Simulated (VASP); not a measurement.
# SiC3 (R3m) in VASP: further runs

The runs below take SiC3 through band structure, with PBEsol, r2SCAN, PBE, LDA.

Everything below comes from runs of VASP 6.6.1. Logs are shortened: lines on timing, memory, paths and dates and some standing lists are left out, and cuts for length are marked.

**1. Starting point**

It takes space group R3m (No. 160, trigonal). The conventional cell has a = 2.854 Å, b = 2.854 Å, c = 13.981 Å, α = 90.00°, β = 90.00°, γ = 120.00°. C (site symmetry 3m) is surrounded by 3 Si at 1.75 Å and 1 C at 1.75 Å. Around C (site symmetry 3m) lie 3 C at 1.75 Å and 1 Si at 1.75 Å. Around C (site symmetry 3m) lie 4 C at 1.75 Å. Si (site symmetry 3m) has 4 C at 1.75 Å as nearest neighbours.

The cell comes from a database or a generator and needn't be the stable form of this composition.

**2. Band structure, PBEsol**

The input, POSCAR:

```
SiC3
1.0
    0.0000000000     -2.0179903000     -2.0179903000
   -2.0179903000      0.0000000000     -2.0179903000
    2.0179903000      2.0179903000     -4.0359806000
C Si
3 1
Direct
    0.8750000000      0.8750000000      0.3750000000
    0.3750000000      0.3750000000      0.8750000000
    0.7500000000      0.7500000000      0.7500000000
    0.2500000000      0.2500000000      0.2500000000
```

The input, INCAR.step1:

```
PREC = Accurate
ENCUT = 520
EDIFF = 1E-6
ISMEAR = 0
SIGMA = 0.02
LREAL = F
LASPH = T
NELM = 100
ALGO = Normal
ISIF = 2
LWAVE = F
LCHARG = T
GGA = PS
```

The input, KPOINTS.step1:

```
Automatic mesh
0
Gamma
  10 10 10
```

The input, INCAR.step2:

```
PREC = Accurate
ENCUT = 520
EDIFF = 1E-6
ISMEAR = 0
SIGMA = 0.05
LREAL = F
LASPH = T
NELM = 100
ALGO = Normal
ISIF = 2
LWAVE = F
LCHARG = F
GGA = PS
ICHARG = 11
```

The input, KPOINTS.step2:

```
path GLB1,BZGX,QFP1Z,LP
20
line-mode
reciprocal
 0.0000000000  0.0000000000  0.0000000000  G
 0.0000000000 -0.5000000000  0.0000000000  L

 0.0000000000 -0.5000000000  0.0000000000  L
 0.3750000000 -0.3125000000  0.1875000000  B1

 0.3125000000 -0.3125000000  0.5000000000  B
 0.0000000000  0.0000000000  0.5000000000  Z

 0.0000000000  0.0000000000  0.5000000000  Z
 0.0000000000  0.0000000000  0.0000000000  G

 0.0000000000  0.0000000000  0.0000000000  G
 0.3437500000 -0.3437500000  0.0000000000  X

 0.3437500000 -0.3125000000  0.3437500000  Q
 0.5000000000  0.0000000000  0.5000000000  F

 0.5000000000  0.0000000000  0.5000000000  F
 0.4687500000  0.0000000000  0.6562500000  P1

 0.4687500000  0.0000000000  0.6562500000  P1
 0.0000000000  0.0000000000  0.5000000000  Z

 0.0000000000 -0.5000000000  0.0000000000  L
 0.0000000000 -0.4687500000  0.3437500000  P
```

Potentials or basis: VASP PAW PBE potentials, release 64 (C, Si).

Started as:

```console
$ cat potpaw_PBE.64/C/POTCAR potpaw_PBE.64/Si/POTCAR > POTCAR
$ cp INCAR.step1 INCAR
$ cp KPOINTS.step1 KPOINTS
$ mpirun -np 1 vasp_std > vasp.out
$ cp INCAR.step2 INCAR
$ cp KPOINTS.step2 KPOINTS
$ mpirun -np 1 vasp_std > vasp.out
```

OUTCAR:

```text
PREC = Accurate
   ENCUT = 520
   EDIFF = 1E-6
   ISMEAR = 0
   LREAL = F
   LASPH = T
   NELM = 100
   ISIF = 2
   GGA = PS
   ICHARG = 11

 ion  position               nearest neighbor table
   1  0.875  0.875  0.375-   3 1.75   4 1.75   4 1.75   4 1.75
   2  0.375  0.375  0.875-   3 1.75   4 1.75   3 1.75   3 1.75
   3  0.750  0.750  0.750-   2 1.75   2 1.75   1 1.75   2 1.75
   4  0.250  0.250  0.250-   1 1.75   1 1.75   1 1.75   2 1.75

  LATTYP: Found a trigonal (rhomboedric) cell.
 ALAT       =     4.9430465409
 COS(alpha) =     0.8333333333

  Lattice vectors:

 A1 = (   2.0179903000,   4.0359806000,  -2.0179903000)
 A2 = (   4.0359806000,   2.0179903000,  -2.0179903000)
 A3 = (   2.0179903000,   2.0179903000,  -4.0359806000)

Analysis of symmetry for initial positions (statically):
=====================================================================
 Subroutine PRICEL returns:
 Original cell was already a primitive cell.

 Routine SETGRP: Setting up the symmetry group for a
 trigonal (rhombohedral) supercell.

 Subroutine GETGRP returns: Found  6 space group operations
 (whereof  6 operations were pure point group operations)
 out of a pool of 12 trial point group operations.

The static configuration has the point symmetry C_3v.

Analysis of symmetry for dynamics (positions and initial velocities):
=====================================================================
 Subroutine PRICEL returns:
 Original cell was already a primitive cell.

 Routine SETGRP: Setting up the symmetry group for a
 trigonal (rhombohedral) supercell.

 Subroutine GETGRP returns: Found  6 space group operations
 (whereof  6 operations were pure point group operations)
 out of a pool of 12 trial point group operations.

The dynamic configuration has the point symmetry C_3v.

 Subroutine INISYM returns: Found  6 space group operations
 (whereof  6 operations are pure point group operations),
 and found     1 'primitive' translations

----------------------------------------------------------------------------------------

                                     Primitive cell

  volume of cell :      32.8713

  direct lattice vectors                    reciprocal lattice vectors
     0.000000000 -2.017990300 -2.017990300     0.123885630 -0.371656891 -0.123885630
    -2.017990300  0.000000000 -2.017990300    -0.371656891  0.123885630 -0.123885630
     2.017990300  2.017990300 -4.035980600     0.123885630  0.123885630 -0.123885630
[... 94 lines left out ...]
   EMIN   =  10.00;   EMAX   =-10.00  energy-range for DOS
   EFERMI =   0.00;   METHOD = LEGACY
   ISMEAR =     0;   SIGMA  =   0.05  broadening in eV -4-tet -1-fermi 0-gaus
   EFERMI_NEDOS =   21; number of points for ismear=-14 and -15
   IALGO  =     38    algorithm
   IMIX   =      4    mixing-type and parameters
     AMIX     =   0.40;   BMIX     =  1.00
     AMIX_MAG =   1.60;   BMIX_MAG =  1.00
  volume/ion in A,a.u.               =       8.22        55.46
  Fermi-wavevector in a.u.,A,eV,Ry     =   1.287782  2.433556 22.563671  1.658383
  Thomas-Fermi vector in A             =   2.419776
   LORBIT       =      0    0 simple, 1 ext, 2 COOP (PROOUT), +10 PAW based schemes
   GGA     = PS    functional components
   LHFCALC =     F    Hartree Fock is set to
   AEXX    =    0.0000 exact exchange contribution
   IVDW    =     0    specifies the selected vdW correction
   LEPSILON=     F    determine dielectric tensor
   LRPA    =     F    only Hartree local field effects (RPA)
 non-spin polarized calculation
 Gauss-broadening in eV      SIGMA  =   0.05
  energy-cutoff  :      520.00
  volume of cell :       32.87
 maximum number of plane-waves:       906
 NGX is ok and might be reduce to    24

 number of electron      15.9999999 magnetization

 Free energy of the ion-electron system (eV)
  ---------------------------------------------------
  ext. energy  EPLUGINS =         0.00000000
  ---------------------------------------------------
  free energy    TOTEN  =       -29.62005254 eV

  energy without entropy =      -29.62005254  energy(sigma->0) =      -29.62005254

 E-fermi :   8.4896     XC(G=0): -12.1139

 val. band max:        8.2448840493   @ k =   0.0000   0.0000   0.0000
 cond. band min:      10.3554527633   @ k =   0.3947   0.0000   0.6316
 fundamental gap:      2.1105687141
 Fermi energy:         8.4896055388

 k-point     1 :       0.0000    0.0000    0.0000
  band No.  band energies     occupation
      1      -9.2971      2.00000
      2      -4.9163      2.00000
      3      -2.0944      2.00000
      4       6.2771      2.00000
      5       6.2771      2.00000
      6       8.0753      2.00000
      7       8.2449      2.00000
      8       8.2449      2.00000
      9      12.6090      0.00000
     10      13.0314      0.00000
     11      13.0314      0.00000
     12      13.2105      0.00000
[... 331 lines left out ...]
 k-point    24 :       0.0592   -0.4704    0.0296
  band No.  band energies     occupation
      1      -4.9527      2.00000
      2      -4.1591      2.00000
      3      -0.9369      2.00000
      4       0.4792      2.00000
      5       2.7399      2.00000
      6       3.5589      2.00000
      7       4.1871      2.00000
      8       5.5102      2.00000
      9      12.4612      0.00000
     10      12.7458      0.00000
     11      15.5194      0.00000
     12      16.2906      0.00000

 [... further k-points ...]

------------------------ aborting loop because EDIFF is reached ----------------------------------------

  FORCE on cell =-STRESS in cart. coord.  units (eV):
  Direction    XX          YY          ZZ          XY          YZ          ZX
  --------------------------------------------------------------------------------------
  -------------------------------------------------------------------------------------
  Total        3.2391992      3.2391992      3.2391992     -0.0731213      0.0731213      0.0731213
  in kB      157.8814190    157.8814190    157.8814190     -3.5639954      3.5639954      3.5639954
  external PRESSURE =     157.8814190 kB  Pullay stress =       0.0000000 kB

 VOLUME and BASIS-vectors are now :
 -----------------------------------------------------------------------------
  energy-cutoff  :      520.00
  volume of cell :       32.87
      direct lattice vectors                 reciprocal lattice vectors
     0.000000000 -2.017990300 -2.017990300     0.123885630 -0.371656891 -0.123885630
    -2.017990300  0.000000000 -2.017990300    -0.371656891  0.123885630 -0.123885630
     2.017990300  2.017990300 -4.035980600     0.123885630  0.123885630 -0.123885630

 POSITION                                       TOTAL-FORCE (eV/Angst)
 -----------------------------------------------------------------------------------
     -1.00900     -1.00900     -5.04498         2.325239      2.325239     -2.325239
      1.00900      1.00900     -5.04498        -3.253090     -3.253090      3.253090
      0.00000      0.00000     -6.05397        -0.281251     -0.281251      0.281251
      0.00000      0.00000     -2.01799         1.209102      1.209102     -1.209102
 -----------------------------------------------------------------------------------
    total drift:                                0.068293      0.068293     -0.068293

  FREE ENERGIE OF THE ION-ELECTRON SYSTEM (eV)
  ---------------------------------------------------
  free  energy   TOTEN  =       -29.6200525366 eV

  energy  without entropy=      -29.6200525366  energy(sigma->0) =      -29.62005254
```

OUTCAR.step1:

```text
PREC = Accurate
   ENCUT = 520
   EDIFF = 1E-6
   ISMEAR = 0
   LREAL = F
[... 591 lines left out ...]
     -1.00900     -1.00900     -5.04498         2.663471      2.663471     -2.663471
      1.00900      1.00900     -5.04498        -3.161705     -3.161705      3.161705
      0.00000      0.00000     -6.05397        -0.344029     -0.344029      0.344029
      0.00000      0.00000     -2.01799         0.842264      0.842264     -0.842264
 -----------------------------------------------------------------------------------
    total drift:                                0.000032      0.000032     -0.000031

  FREE ENERGIE OF THE ION-ELECTRON SYSTEM (eV)
  ---------------------------------------------------
  free  energy   TOTEN  =       -32.1306622433 eV

  energy  without entropy=      -32.1306622433  energy(sigma->0) =      -32.13066224
```

Wall time 42 s (1 thread of Intel Xeon Platinum 8488C (Sapphire Rapids), shared host); peak memory 0.19 GiB.

Results:

```
Band gap on the k mesh  : 2.05 eV, indirect (least direct gap 3.55 eV)
Band gap along the path : 2.11 eV, indirect (least direct gap 3.66 eV)
```

Levels at the corners of the path, in eV from the valence-band top:
| point | band 4 | band 5 | band 6 | band 7 | band 8 | band 9 | band 10 | band 11 | band 12 |
| --- | --- | --- | --- | --- | --- | --- | --- | --- | --- |
| Γ | -1.97 | -1.97 | -0.17 | 0.00 | 0.00 | 4.36 | 4.79 | 4.79 | 4.97 |
| L | -7.81 | -5.43 | -4.65 | -3.93 | -2.50 | 3.92 | 4.20 | 7.35 | 8.05 |
| L | -7.81 | -5.43 | -4.65 | -3.93 | -2.50 | 3.92 | 4.20 | 7.35 | 8.07 |
| B1 | -8.21 | -6.33 | -5.84 | -3.82 | -3.10 | 3.54 | 5.21 | 8.33 | 8.60 |
| B | -8.21 | -6.33 | -5.84 | -3.82 | -3.10 | 3.54 | 5.21 | 8.33 | 8.60 |
| Z | -4.65 | -1.78 | -1.78 | -0.46 | -0.46 | 4.35 | 5.34 | 5.34 | 5.72 |
| Z | -4.65 | -1.78 | -1.78 | -0.46 | -0.46 | 4.35 | 5.34 | 5.34 | 5.72 |
| Γ | -1.97 | -1.97 | -0.17 | 0.00 | 0.00 | 4.36 | 4.79 | 4.79 | 4.97 |
| Γ | -1.97 | -1.97 | -0.17 | 0.00 | 0.00 | 4.36 | 4.79 | 4.79 | 4.97 |
| X | -7.98 | -6.97 | -5.45 | -4.12 | -3.08 | 3.54 | 5.92 | 7.46 | 8.85 |
| Q | -7.98 | -6.97 | -5.45 | -4.12 | -3.08 | 3.54 | 5.92 | 7.46 | 8.85 |
| F | -9.14 | -4.45 | -4.37 | -1.87 | -1.50 | 2.15 | 2.82 | 6.57 | 6.63 |
| F | -9.14 | -4.45 | -4.37 | -1.87 | -1.50 | 2.15 | 2.82 | 6.57 | 6.63 |
| P1 | -8.34 | -4.62 | -4.33 | -2.61 | -1.73 | 2.37 | 3.52 | 6.10 | 7.05 |
| P1 | -8.34 | -4.62 | -4.33 | -2.61 | -1.73 | 2.37 | 3.52 | 6.10 | 7.05 |
| Z | -4.65 | -1.78 | -1.78 | -0.46 | -0.46 | 4.35 | 5.34 | 5.34 | 5.72 |
| L | -7.81 | -5.43 | -4.65 | -3.93 | -2.50 | 3.92 | 4.20 | 7.35 | 8.06 |
| P | -8.34 | -4.62 | -4.33 | -2.61 | -1.73 | 2.37 | 3.52 | 6.10 | 7.05 |

Caveat: the log is that of the step along the path at fixed density, whose energy, stress, charges and moments have no meaning; the PAW data sets were made with another functional, which shifts forces and pressure a little.

**3. Band structure, PBEsol**

This run uses another cell than the first one, of 7.10 Å³/atom, 0.863 times its volume.

The input, POSCAR:

```
SiC3                                    
1.0
   -0.0000000000     -1.9103442372     -1.9103442372
   -1.9103442372     -0.0000000000     -1.9103442372
    1.9555269361      1.9555269361     -3.8658711733
  C               Si            
     3     1
Direct
     0.8634451576862023    0.8634451576862023    0.4096645269413932
     0.3836881834457391    0.3836881834457391    0.8489354496627826
     0.7522289478692408    0.7522289478692408    0.7433131563922779
     0.2506377109988178    0.2506377109988178    0.2480868670035463
```

The input, INCAR.step1:

```
SYSTEM = SiC3
PREC = Accurate
ENCUT = 200
EDIFF = 1E-7
ISMEAR = 0
SIGMA = 0.02
LREAL = .FALSE.
LASPH = .TRUE.
NELM = 60
ALGO = Normal
ISIF = 2
LWAVE = .FALSE.
LCHARG = .TRUE.
GGA = PS
NBANDS = 16
```

The input, KPOINTS.step1:

```
Automatic mesh
0
G
  10 10 10
  0 0 0
```

The input, INCAR.step2:

```
SYSTEM = SiC3
PREC = Accurate
ENCUT = 200
EDIFF = 1E-7
ISMEAR = 0
SIGMA = 0.05
LREAL = .FALSE.
LASPH = .TRUE.
NELM = 60
ALGO = Normal
ISIF = 2
LWAVE = .FALSE.
LCHARG = .FALSE.
GGA = PS
NBANDS = 16
ICHARG = 11
```

KPOINTS.step2 is that of step 2.

Potentials or basis: VASP PAW PBE potentials, release 64 (C, Si).

Started as:

```console
$ cat potpaw_PBE.64/C/POTCAR potpaw_PBE.64/Si/POTCAR > POTCAR
$ cp INCAR.step1 INCAR
$ cp KPOINTS.step1 KPOINTS
$ mpirun -np 1 vasp_std > vasp.out
$ cp INCAR.step2 INCAR
$ cp KPOINTS.step2 KPOINTS
$ mpirun -np 1 vasp_std > vasp.out
```

It took 18 s on 1 thread of Intel Xeon Platinum 8259CL at 2.50GHz (Skylake/Cascade Lake), shared host; peak memory 0.12 GiB.

The run converged, but a check on its numbers failed (symmetry, net force, bounds or a known fault of this set-up), so they aren't taken as properties of the crystal.

Caveat: the cutoff lies under the usual one of these potentials, so the numbers hold a large basis-set error; the log is that of the step along the path at fixed density, whose energy, stress, charges and moments have no meaning; the PAW data sets were made with another functional, which shifts forces and pressure a little.

**4. Band structure, r2SCAN**

This run uses another cell than the first one, of 8.10 Å³/atom, 0.985 times its volume.

The input, INCAR:

```
SYSTEM = SiC3
PREC = Accurate
ENCUT = 520
EDIFF = 1E-7
ISMEAR = 0
SIGMA = 0.02
LREAL = .False.
LASPH = .True.
NELM = 60
ALGO = Normal
ISIF = 2
LWAVE = .False.
LCHARG = .False.
METAGGA = R2SCAN
LMIXTAU = .True.
NBANDS = 16
```

The input, KPOINTS:

```
Automatic mesh
0
Gamma
  10 10 10
  0 0 0
```

The input, POSCAR:

```
SiC3                                    
1.0
   -0.0000000000     -2.0016483171     -2.0016483171
   -2.0016483171      0.0000000000     -2.0016483171
    2.0270181813      2.0270181813     -4.0286664984
  C               Si            
     3     1
Direct
     0.8641060558957873    0.8641060558957873    0.4076818323126383
     0.3831746386442467    0.3831746386442467    0.8504760840672602
     0.7541230162304000    0.7541230162304000    0.7376309513088001
     0.2485962892295662    0.2485962892295662    0.2542111323113014
```

The input, KPOINTS_OPT:

```
path GLB1,BZGX,QFP1Z,LP
20
line-mode
reciprocal
 0.0000000000  0.0000000000  0.0000000000  G
 0.0000000000 -0.5000000000  0.0000000000  L

 0.0000000000 -0.5000000000  0.0000000000  L
 0.3750000000 -0.3125000000  0.1875000000  B1

 0.3125000000 -0.3125000000  0.5000000000  B
 0.0000000000  0.0000000000  0.5000000000  Z

 0.0000000000  0.0000000000  0.5000000000  Z
 0.0000000000  0.0000000000  0.0000000000  G

 0.0000000000  0.0000000000  0.0000000000  G
 0.3437500000 -0.3437500000  0.0000000000  X

 0.3437500000 -0.3125000000  0.3437500000  Q
 0.5000000000  0.0000000000  0.5000000000  F

 0.5000000000  0.0000000000  0.5000000000  F
 0.4687500000  0.0000000000  0.6562500000  P1

 0.4687500000  0.0000000000  0.6562500000  P1
 0.0000000000  0.0000000000  0.5000000000  Z

 0.0000000000 -0.5000000000  0.0000000000  L
 0.0000000000 -0.4687500000  0.3437500000  P
```

Started as:

```console
$ cat potpaw_PBE.64/C/POTCAR potpaw_PBE.64/Si/POTCAR > POTCAR
$ mpirun -np 1 vasp_std > vasp.out
```

Run time: 3.1 min. Hardware: 1 thread of Intel Xeon 6975P-C (Granite Rapids), shared host; peak memory 0.22 GiB.

Results (log left out):

```yaml
Free_energy: -36.6977 eV
Pressure: 0.3 GPa
Largest_force: 0.006 eV/Å
Band_gap_on_the_k_mesh: 1.90 eV, indirect (least direct gap 3.59 eV)
Band_gap_along_the_path: 1.93 eV, indirect (least direct gap 3.63 eV)
```

Forces in eV/Å, atoms in the order of the input:
```
C    0.000  0.000  0.000
C    0.003  0.003 -0.003
C    0.000  0.000  0.000
Si  -0.003 -0.003  0.003
```

Levels at the corners of the path, in eV from the valence-band top:
| point | band 5 | band 6 | band 7 | band 8 | band 9 | band 10 | band 11 | band 12 |
| --- | --- | --- | --- | --- | --- | --- | --- | --- |
| Γ | -2.92 | -0.98 | 0.00 | 0.00 | 4.07 | 5.07 | 5.07 | 5.30 |
| L | -6.84 | -5.27 | -5.12 | -2.58 | 3.54 | 4.55 | 6.86 | 9.49 |
| L | -6.84 | -5.27 | -5.12 | -2.58 | 3.54 | 4.55 | 6.86 | 9.49 |
| B1 | -7.30 | -6.43 | -5.09 | -3.52 | 3.79 | 4.86 | 8.68 | 8.93 |
| B | -7.30 | -6.43 | -5.09 | -3.52 | 3.79 | 4.86 | 8.68 | 8.93 |
| Z | -2.82 | -2.82 | -0.37 | -0.37 | 4.14 | 5.69 | 5.69 | 6.08 |
| Z | -2.82 | -2.82 | -0.37 | -0.37 | 4.14 | 5.69 | 5.69 | 6.08 |
| Γ | -2.92 | -0.98 | 0.00 | 0.00 | 4.07 | 5.07 | 5.07 | 5.30 |
| Γ | -2.92 | -0.98 | 0.00 | 0.00 | 4.07 | 5.07 | 5.07 | 5.30 |
| X | -7.76 | -5.95 | -5.52 | -3.55 | 3.70 | 5.61 | 7.84 | 9.22 |
| Q | -7.76 | -5.95 | -5.52 | -3.55 | 3.70 | 5.61 | 7.84 | 9.22 |
| F | -5.60 | -5.48 | -2.46 | -1.71 | 1.93 | 2.91 | 6.90 | 7.01 |
| F | -5.60 | -5.48 | -2.46 | -1.71 | 1.93 | 2.91 | 6.90 | 7.01 |
| P1 | -5.89 | -5.39 | -3.19 | -1.92 | 2.18 | 3.47 | 6.64 | 7.43 |
| P1 | -5.89 | -5.39 | -3.19 | -1.92 | 2.18 | 3.47 | 6.64 | 7.43 |
| Z | -2.82 | -2.82 | -0.37 | -0.37 | 4.14 | 5.69 | 5.69 | 6.08 |
| L | -6.84 | -5.27 | -5.12 | -2.58 | 3.54 | 4.55 | 6.86 | 9.49 |
| P | -5.89 | -5.39 | -3.19 | -1.92 | 2.18 | 3.47 | 6.64 | 7.43 |

Caveat: the PAW data sets were made with another functional, which shifts forces and pressure a little.

(Part 1 of 2 ends here.)
